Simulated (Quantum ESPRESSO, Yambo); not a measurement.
# LiF (Griceite): G0W0 in Yambo against the screening cutoff

Wanted: the cheapest screening cutoff that holds the gap of LiF (Griceite).

Program: Yambo 5.3.0. Level of theory: PBE and many-body steps on it, plane waves. Results are calculated unless marked as measured.

### 1. Starting point

Symmetry: Fm-3m, No. 225, cubic system. Conventional cell: a = 4.028 Å, b = 4.028 Å, c = 4.028 Å, α = 90.00°, β = 90.00°, γ = 90.00°. Li has 6 F at 2.01 Å nearest. Nearest to F lie 6 Li at 2.01 Å. Farther neighbours and most contacts between anions are not listed.

As a file:

```xyz
2
Lattice="0.0000 2.0140 2.0140 2.0140 0.0000 2.0140 2.0140 2.0140 0.0000" Properties=species:S:1:pos:R:3 pbc="T T T"
Li    0.0000    0.0000    0.0000
F     2.0140    2.0140    2.0140
```

The cell and positions come from the Crystallography Open Database and are kept as given unless a step says otherwise.

### 2. 3.25 Ha

This step: Yambo 5.3.0; G0W0 on PBE, plane waves, norm-conserving pseudopotentials.

Now the one-shot GW correction: screening in the RPA, then the self-energy of the levels asked for.

Contents of gw7.in:

```
HF_and_locXC
gw0
dyson
ppa
em1d
rim_cut
RandQpts= 1000000
RandGvec= 1 RL
EXXRLvcs= 72 Ry
VXCRLvcs= 288 Ry
Chimod= "HARTREE"
% BndsRnXp
 1 | 53 |
%
NGsBlkXp= 6.5 Ry
% LongDrXp
 1 | 1 | 1 |
%
% GbndRnge
 1 | 53 |
%
DysSolver= "n"
ExtendOut
PPAPntXp= 27.21138 eV
% QPkrange
 1 | 1 | 4 | 7 |
%
```

Launch:

```
> OMP_NUM_THREADS=1 mpirun -n 8 yambo -F gw7.in -J gw7 -C gw7 > gw7.log
```

Log:

```text
 Yambo, version 5.3.0

 [02] CORE Variables Setup
 =========================

  [... cell, symmetries and grids as in the set-up ...]

  [02.05] Energies & Occupations
  ==============================

  [X] === General ===
  [X] Electronic Temperature                        :  0.000000  0.000000 [eV K]
  [X] Bosonic    Temperature                        :  0.000000  0.000000 [eV K]
  [X] Finite Temperature mode                       : no
  [X] El. density                                   :  0.61206E+24 [cm-3]
  [X] Fermi Level                                   :  0.906509 [eV]

  [X] === Gaps and Widths ===
  [X] Conduction Band Min                           :  9.114627 [eV]
  [X] Valence Band Max                              :  0.000000 [eV]
  [X] Filled Bands                                  :   5
  [X] Empty Bands                                   :    6  197
  [X] Direct Gap                                    :  9.114627 [eV]
  [X] Direct Gap localized at k                     :  1
  [X] Indirect Gap                                  :  9.114627 [eV]
  [X] Indirect Gap between kpts                     :  1  1
  [X] Last valence band width                       :  0.989798 [eV]
  [X] 1st conduction band width                     :  5.964288 [eV]

 [03] Transferred momenta grid and indexing
 ==========================================

 IBZ Q-points                                      :   8
 BZ  Q-points                                      :   64

 K/Q-points units:
 rlu = crystal or reduced units; cc = cartesian coordinates; iku = interal k-units

 Q [1]          [rlu]:  0.000000  0.000000  0.000000
 Q [2]          [rlu]: -0.89471E-17 -0.89471E-17  0.25000
 Q [3]          [rlu]:  0.17894E-16  0.17894E-16 -0.50000
 Q [4]          [rlu]:  0.11057E-17  0.25000      0.25000
 Q [5]          [rlu]:  0.73159E-17  0.25000      0.50000
 Q [6]          [rlu]:  0.17894E-16  0.25000     -0.25000
 Q [7]          [rlu]: -0.22113E-17 -0.50000     -0.50000
 Q [8]          [rlu]:  0.250000 -0.500000 -0.250000

 [04] Coloumb potential Random Integration (RIM)
 ===============================================

  [04.01] RIM initialization
  ==========================

  * Diagonal components only detected *

  8 x (sBL volume)        :  0.281219 [a.u.]
  sBZ random points       :  1000000
  Points outside the sBZ  :   7996195
  RL volume               :  2.249752 [a.u.]
  Integrated volume       :  2.250822 [a.u.]

  [04.02] RIM integrals
  =====================

  Gamma point sphere radius             :  0.118841 [a.u.]
  Points outside the sphere             :   799659
  [Int_sBZ(q=0) 1/q^2]*(Vol_sBZ)^(-1/3) =:  7.764404
                                 should be <:  7.795600

  Summary of Coulomb integrals for non-metallic bands |Q|[au] RIM/Bare

  Q [1] 0.100000E-4 0.995998 * Q [2] 0.357431 1.064860
  Q [4] 0.412726 1.063731 * Q [6] 0.583682 1.026772
  Q [5] 0.684428 1.019350 * Q [3] 0.714862 1.017217
  Q [7] 0.825451 1.013507 * Q [8] 0.922883 1.010541

 [WARNING] [Xp] User bands 1-53 break level degeneracy

 [05] Dipoles
 ============

  [05.01] Setup: observables and procedures
  =========================================

 [06] Dynamic Dielectric Matrix (PPA)
 ====================================

 [SLK-Inversion]  Pools        :  2
 [SLK-Inversion]  BLACS grid   :  2  2

 [WR./gw7//ndb.pp]---------------------------------------------------------------
  Brillouin Zone Q/K grids (IBZ/BZ)                :    8   64    8   64
  RL vectors                                       :  1471 [WF]
  Coulomb cutoff potential                         : none
  Electronic Temperature                           :  0.000000 [K]
  Bosonic    Temperature                           :  0.000000 [K]
  PPA    diel. fun.  energies                      : Perdew, Burke & Ernzerhof(X)+Perdew, Burke & Ernzerhof(C)
  wavefunctions                                    : Perdew, Burke & Ernzerhof(X)+Perdew, Burke & Ernzerhof(C)
  Global Gauge                                     : length
  X matrix size                                    :   51
  X band range                                     :    1   53
  X e/h energy range                               : -1.000000 -1.000000 [eV]
  X Time ordering                                  : R
  X Hxc Kernel                                     : HARTREE
  X Drude frequency                                :  0.000000  0.000000
  X poles                                          :  100.0000 [o/o]
  RL vectors in the sum                            :  1471
  [r,Vnl] included                                 : yes
  Field direction                                  :  0.577350E-5  0.577350E-5  0.577350E-5
  BZ energy Double Grid                            : no
  BZ energy DbGd points                            : 0
  BZ Q point size factor                           : -1.000000
  X Optical Averaged directions                    : none

 [07] Local Exchange-Correlation + Non-Local Fock
 ================================================

 [VXC] Plane waves :   9185
 [EXS] Plane waves :  1211

 QP @ state[ 1 ] K range:  1  1
 QP @ state[ 1 ] b range:   4   7

 [xc] Functional : Perdew, Burke & Ernzerhof(X)+Perdew, Burke & Ernzerhof(C)
 [xc] LIBXC used to calculate xc functional
  PP Number of Atomic Species                      :  2
  NLCC RL compoments                               :   9185
  PP Number of Atomic Species                      :  2
  NLCC RL compoments                               :   9185

 [xc] E_xc :  -6.404717 [Ha]
      E_xc :  -12.80943 [Ry]

  Local XC kind (lXC) : Perdew, Burke & Ernzerhof(X)+Perdew, Burke & Ernzerhof(C)
  Non-Local XC kind (nlXC) : Hartree-Fock

  Corrections @ K [1] :  [eV]
 <4|nlXC|4> = -30.57370  0.50802E-17 <4|lXC|4> = -23.05411  0.56645E-15
 <5|nlXC|5> = -30.57352  0.95720E-17 <5|lXC|5> = -23.05411 -0.97518E-21
 <6|nlXC|6> = -6.583260 -0.22989E-17 <6|lXC|6> = -11.44883 -0.59045E-17
 <7|nlXC|7> = -3.081878  0.24391E-18 <7|lXC|7> = -10.01021 -0.94408E-16

 [08] Dyson equation: Newton solver
 ==================================

  [08.01] G0W0 (W PPA)
  ====================

  [  GW  ] Bands range     :    1   53
  [GW/PPA] G damping       :  0.100000 [eV]

  QP @ state[ 1 ] K range:  1  1
  QP @ state[ 1 ] b range:   4   7

   Sc/G bands                                       :    1   53
   Sc/G damping                                     :  0.100000 ev
   Sc bands terminator                              : no
   Sx RL components                                 :  1211

   QP @ state[ 1 ] K range                          :  1  1
   QP @ state[ 1 ] b range                          :   4   7
   GF energies kind                                 : Perdew, Burke & Ernzerhof(X)+Perdew, Burke & Ernzerhof(C)
   GF WF`s kind                                     : Perdew, Burke & Ernzerhof(X)+Perdew, Burke & Ernzerhof(C)
   Xs energies kind                                 : Perdew, Burke & Ernzerhof(X)+Perdew, Burke & Ernzerhof(C)
   Xs WF`s kind                                     : Perdew, Burke & Ernzerhof(X)+Perdew, Burke & Ernzerhof(C)

 [11] Game Over & Game summary
```

Wall time 7.8 s (8 MPI ranks of Arm Neoverse V1, shared host); peak memory 2.1 GiB; 43 s of CPU time.

This step gave:

```yaml
g0w0_gap_on_the_points_computed: 13.14 eV
starting_gap_on_the_mesh: 9.115 eV
k_of_the_valence_top: 0, 0, 0
k_of_the_conduction_bottom: 0, 0, 0
least_direct_g0w0_gap_on_the_computed_points: 13.14 eV
z_at_the_valence_top: 0.8335
z_at_the_conduction_bottom: 0.8938
```

The gap on the mesh goes from 9.11 eV to 13.14 eV, a correction of +4.03 eV.

### 3. 5.25 Ha

Contents of gw8.in:

```
HF_and_locXC
gw0
dyson
ppa
em1d
rim_cut
RandQpts= 1000000
RandGvec= 1 RL
EXXRLvcs= 72 Ry
VXCRLvcs= 288 Ry
Chimod= "HARTREE"
% BndsRnXp
 1 | 53 |
%
NGsBlkXp= 10.5 Ry
% LongDrXp
 1 | 1 | 1 |
%
% GbndRnge
 1 | 53 |
%
DysSolver= "n"
ExtendOut
PPAPntXp= 27.21138 eV
% QPkrange
 1 | 1 | 4 | 7 |
%
```

Launch:

```
> OMP_NUM_THREADS=1 mpirun -n 8 yambo -F gw8.in -J gw8 -C gw8 > gw8.log
```

Log:

```text
 Yambo, version 5.3.0

 [02] CORE Variables Setup
 =========================

  [... cell, symmetries and grids as in the set-up ...]

  [02.05] Energies & Occupations
  ==============================

  [X] === General ===
  [X] Electronic Temperature                        :  0.000000  0.000000 [eV K]
  [X] Bosonic    Temperature                        :  0.000000  0.000000 [eV K]
  [X] Finite Temperature mode                       : no
  [X] El. density                                   :  0.61206E+24 [cm-3]
  [X] Fermi Level                                   :  0.906509 [eV]

  [X] === Gaps and Widths ===
  [X] Conduction Band Min                           :  9.114627 [eV]
  [X] Valence Band Max                              :  0.000000 [eV]
  [X] Filled Bands                                  :   5
  [X] Empty Bands                                   :    6  197
  [X] Direct Gap                                    :  9.114627 [eV]
  [X] Direct Gap localized at k                     :  1
  [X] Indirect Gap                                  :  9.114627 [eV]
  [X] Indirect Gap between kpts                     :  1  1
  [X] Last valence band width                       :  0.989798 [eV]
  [X] 1st conduction band width                     :  5.964288 [eV]

 [03] Transferred momenta grid and indexing
 ==========================================

 IBZ Q-points                                      :   8
 BZ  Q-points                                      :   64

 K/Q-points units:
 rlu = crystal or reduced units; cc = cartesian coordinates; iku = interal k-units

 Q [1]          [rlu]:  0.000000  0.000000  0.000000
 Q [2]          [rlu]: -0.89471E-17 -0.89471E-17  0.25000
 Q [3]          [rlu]:  0.17894E-16  0.17894E-16 -0.50000
[...]
================================================

 [VXC] Plane waves :   9185
 [EXS] Plane waves :  1211

 QP @ state[ 1 ] K range:  1  1
 QP @ state[ 1 ] b range:   4   7

 [xc] Functional : Perdew, Burke & Ernzerhof(X)+Perdew, Burke & Ernzerhof(C)
 [xc] LIBXC used to calculate xc functional
  PP Number of Atomic Species                      :  2
  NLCC RL compoments                               :   9185
  PP Number of Atomic Species                      :  2
  NLCC RL compoments                               :   9185

 [xc] E_xc :  -6.404717 [Ha]
      E_xc :  -12.80943 [Ry]

  Local XC kind (lXC) : Perdew, Burke & Ernzerhof(X)+Perdew, Burke & Ernzerhof(C)
  Non-Local XC kind (nlXC) : Hartree-Fock

  Corrections @ K [1] :  [eV]
 <4|nlXC|4> = -30.57370  0.50802E-17 <4|lXC|4> = -23.05411  0.56645E-15
 <5|nlXC|5> = -30.57352  0.95720E-17 <5|lXC|5> = -23.05411 -0.97518E-21
 <6|nlXC|6> = -6.583260 -0.22989E-17 <6|lXC|6> = -11.44883 -0.59045E-17
 <7|nlXC|7> = -3.081878  0.24391E-18 <7|lXC|7> = -10.01021 -0.94408E-16

 [08] Dyson equation: Newton solver
 ==================================

  [08.01] G0W0 (W PPA)
  ====================

  [  GW  ] Bands range     :    1   53
  [GW/PPA] G damping       :  0.100000 [eV]

  QP @ state[ 1 ] K range:  1  1
  QP @ state[ 1 ] b range:   4   7

   Sc/G bands                                       :    1   53
   Sc/G damping                                     :  0.100000 ev
   Sc bands terminator                              : no
   Sx RL components                                 :  1211

   QP @ state[ 1 ] K range                          :  1  1
   QP @ state[ 1 ] b range                          :   4   7
   GF energies kind                                 : Perdew, Burke & Ernzerhof(X)+Perdew, Burke & Ernzerhof(C)
   GF WF`s kind                                     : Perdew, Burke & Ernzerhof(X)+Perdew, Burke & Ernzerhof(C)
   Xs energies kind                                 : Perdew, Burke & Ernzerhof(X)+Perdew, Burke & Ernzerhof(C)
   Xs WF`s kind                                     : Perdew, Burke & Ernzerhof(X)+Perdew, Burke & Ernzerhof(C)

 [11] Game Over & Game summary
```

Run time: 6.2 s. Hardware: 8 MPI ranks; peak memory 2.1 GiB; 36 s of CPU time.

This step gave:

```
G0W0 gap on the points computed              : 13.17 eV
starting gap on the mesh                     : 9.115 eV
k of the valence top                         : 0, 0, 0
k of the conduction bottom                   : 0, 0, 0
least direct G0W0 gap on the computed points : 13.17 eV
Z at the valence top                         : 0.8324
Z at the conduction bottom                   : 0.8929
```

Against the run before, the gap moves by +0.027 eV.

### 4. 10.5 Ha

Contents of gw9.in:

```
HF_and_locXC
gw0
dyson
ppa
em1d
rim_cut
RandQpts= 1000000
RandGvec= 1 RL
EXXRLvcs= 72 Ry
VXCRLvcs= 288 Ry
Chimod= "HARTREE"
% BndsRnXp
 1 | 53 |
%
NGsBlkXp= 21 Ry
% LongDrXp
 1 | 1 | 1 |
%
% GbndRnge
 1 | 53 |
%
DysSolver= "n"
ExtendOut
PPAPntXp= 27.21138 eV
% QPkrange
 1 | 1 | 4 | 7 |
%
```

Launch:

```
> OMP_NUM_THREADS=1 mpirun -n 8 yambo -F gw9.in -J gw9 -C gw9 > gw9.log
```

Log:

```text
 Yambo, version 5.3.0

 [02] CORE Variables Setup
 =========================

  [... cell, symmetries and grids as in the set-up ...]

  [02.05] Energies & Occupations
  ==============================

  [X] === General ===
  [X] Electronic Temperature                        :  0.000000  0.000000 [eV K]
  [X] Bosonic    Temperature                        :  0.000000  0.000000 [eV K]
  [X] Finite Temperature mode                       : no
  [X] El. density                                   :  0.61206E+24 [cm-3]
[...]
Sx RL components                                 :  1211

   QP @ state[ 1 ] K range                          :  1  1
   QP @ state[ 1 ] b range                          :   4   7
   GF energies kind                                 : Perdew, Burke & Ernzerhof(X)+Perdew, Burke & Ernzerhof(C)
   GF WF`s kind                                     : Perdew, Burke & Ernzerhof(X)+Perdew, Burke & Ernzerhof(C)
   Xs energies kind                                 : Perdew, Burke & Ernzerhof(X)+Perdew, Burke & Ernzerhof(C)
   Xs WF`s kind                                     : Perdew, Burke & Ernzerhof(X)+Perdew, Burke & Ernzerhof(C)

 [11] Game Over & Game summary
```

Wall time 8.6 s (8 MPI ranks); peak memory 2.2 GiB; 58 s of CPU time.

This step gave:

```
G0W0 gap on the points computed              : 13.24 eV
starting gap on the mesh                     : 9.115 eV
k of the valence top                         : 0, 0, 0
k of the conduction bottom                   : 0, 0, 0
least direct G0W0 gap on the computed points : 13.24 eV
```

Against the run before, the gap moves by +0.066 eV.

### 5. 13 Ha

Contents of gw10.in:

```
HF_and_locXC
gw0
dyson
ppa
em1d
rim_cut
RandQpts= 1000000
RandGvec= 1 RL
EXXRLvcs= 72 Ry
VXCRLvcs= 288 Ry
Chimod= "HARTREE"
% BndsRnXp
 1 | 53 |
%
NGsBlkXp= 26 Ry
% LongDrXp
 1 | 1 | 1 |
%
% GbndRnge
 1 | 53 |
%
DysSolver= "n"
ExtendOut
PPAPntXp= 27.21138 eV
% QPkrange
 1 | 1 | 4 | 7 |
%
```

Launch:

```
> OMP_NUM_THREADS=1 mpirun -n 8 yambo -F gw10.in -J gw10 -C gw10 > gw10.log
```

Log:

```text
 Yambo, version 5.3.0

 [02] CORE Variables Setup
 =========================

  [... cell, symmetries and grids as in the set-up ...]

  [02.05] Energies & Occupations
  ==============================

  [X] === General ===
  [X] Electronic Temperature                        :  0.000000  0.000000 [eV K]
  [X] Bosonic    Temperature                        :  0.000000  0.000000 [eV K]
  [X] Finite Temperature mode                       : no
  [X] El. density                                   :  0.61206E+24 [cm-3]
[...]
Sx RL components                                 :  1211

   QP @ state[ 1 ] K range                          :  1  1
   QP @ state[ 1 ] b range                          :   4   7
   GF energies kind                                 : Perdew, Burke & Ernzerhof(X)+Perdew, Burke & Ernzerhof(C)
   GF WF`s kind                                     : Perdew, Burke & Ernzerhof(X)+Perdew, Burke & Ernzerhof(C)
   Xs energies kind                                 : Perdew, Burke & Ernzerhof(X)+Perdew, Burke & Ernzerhof(C)
   Xs WF`s kind                                     : Perdew, Burke & Ernzerhof(X)+Perdew, Burke & Ernzerhof(C)

 [11] Game Over & Game summary
```

It took 14 s on 8 MPI ranks; peak memory 2.2 GiB.

This step gave:

| Item | Value |
| --- | --- |
| G0W0 gap on the points computed | 13.24 eV |
| starting gap on the mesh | 9.115 eV |
| k of the valence top | 0, 0, 0 |
| k of the conduction bottom | 0, 0, 0 |
| least direct G0W0 gap on the computed points | 13.24 eV |

Against the run before, the gap moves by +0.002 eV.

### 6. 16.25 Ha

Contents of gw11.in:

```
HF_and_locXC
gw0
dyson
ppa
em1d
rim_cut
RandQpts= 1000000
RandGvec= 1 RL
EXXRLvcs= 72 Ry
VXCRLvcs= 288 Ry
Chimod= "HARTREE"
% BndsRnXp
 1 | 53 |
%
NGsBlkXp= 32.5 Ry
% LongDrXp
 1 | 1 | 1 |
%
% GbndRnge
 1 | 53 |
%
DysSolver= "n"
ExtendOut
PPAPntXp= 27.21138 eV
% QPkrange
 1 | 1 | 4 | 7 |
%
```

Launch:

```
> OMP_NUM_THREADS=1 mpirun -n 8 yambo -F gw11.in -J gw11 -C gw11 > gw11.log
```

Log:

```text
 Yambo, version 5.3.0

 [02] CORE Variables Setup
 =========================

  [... cell, symmetries and grids as in the set-up ...]

  [02.05] Energies & Occupations
  ==============================

  [X] === General ===
  [X] Electronic Temperature                        :  0.000000  0.000000 [eV K]
  [X] Bosonic    Temperature                        :  0.000000  0.000000 [eV K]
  [X] Finite Temperature mode                       : no
  [X] El. density                                   :  0.61206E+24 [cm-3]
[...]
Sx RL components                                 :  1211

   QP @ state[ 1 ] K range                          :  1  1
   QP @ state[ 1 ] b range                          :   4   7
   GF energies kind                                 : Perdew, Burke & Ernzerhof(X)+Perdew, Burke & Ernzerhof(C)
   GF WF`s kind                                     : Perdew, Burke & Ernzerhof(X)+Perdew, Burke & Ernzerhof(C)
   Xs energies kind                                 : Perdew, Burke & Ernzerhof(X)+Perdew, Burke & Ernzerhof(C)
   Xs WF`s kind                                     : Perdew, Burke & Ernzerhof(X)+Perdew, Burke & Ernzerhof(C)

 [11] Game Over & Game summary
```

The job ended after 18 s (8 MPI ranks; peak memory 2.2 GiB; 2.2 min of CPU time).

This step gave:

* G0W0 gap on the points computed: 13.24 eV
* starting gap on the mesh: 9.115 eV
* k of the valence top: 0, 0, 0
* k of the conduction bottom: 0, 0, 0
* least direct G0W0 gap on the computed points: 13.24 eV

Against the run before, the gap moves by −0.001 eV.

### 7. Side by side

Times are wall times on 8 MPI ranks of Arm Neoverse V1, shared host, good to a factor of about two.

```tsv
run	mesh	bands	screening cutoff (eV)	DFT gap (eV)	gap on the mesh (eV)	direct (eV)	time
3.25 Ha	4×4×4	53	88.4	9.115	13.144	13.144	7.8 s
5.25 Ha	4×4×4	53	142.9	9.115	13.171	13.171	6.2 s
10.5 Ha	4×4×4	53	285.7	9.115	13.238	13.238	8.6 s
13 Ha	4×4×4	53	353.7	9.115	13.239	13.239	14 s
16.25 Ha	4×4×4	53	442.2	9.115	13.238	13.238	18 s
```

### 8. What came out

```
3.25 Ha      : 13.144 eV
5.25 Ha      : 13.171 eV
10.5 Ha      : 13.238 eV
13 Ha        : 13.239 eV
16.25 Ha     : 13.238 eV
known limits : not at the basis limit; coarse k mesh
```

The setting moved: screening cutoff. From 3.25 Ha to 16.25 Ha the gap moves by +0.09 eV, for 2.3 times the time. It holds to 0.03 eV from 10.5 Ha on. Bands and screening cutoff are coupled, so a series along one setting does not show full convergence. Bands and cutoff are finite, so the gap is not at the basis limit. The miss can reach some tenths of an eV and take either sign; the mesh is an error of its own. In the G0W0 runs levels were corrected at 1 k point alone, so a gap called «on the mesh» is the least over those, and an edge elsewhere would be missed. The 4×4×4 mesh is coarse for this cell, which bears on the long-range parts of exchange and screening.

[Paths, hosts, dates, memory and timing lines, banners, echoed tables and standing remarks are left out of the program output.]

[Logs are printed without paths, hosts, clocks, repeated set-up lines and the standing remarks that a program may print on its own settings, such as how far it seeks lower states.]

[Runs of the session that timed out or met a known fault of the program may be left out.]

[Hosts, paths, dates, database ids (printed as entryN), source tags and the programs' standing remarks are cut or masked in the printed files.]
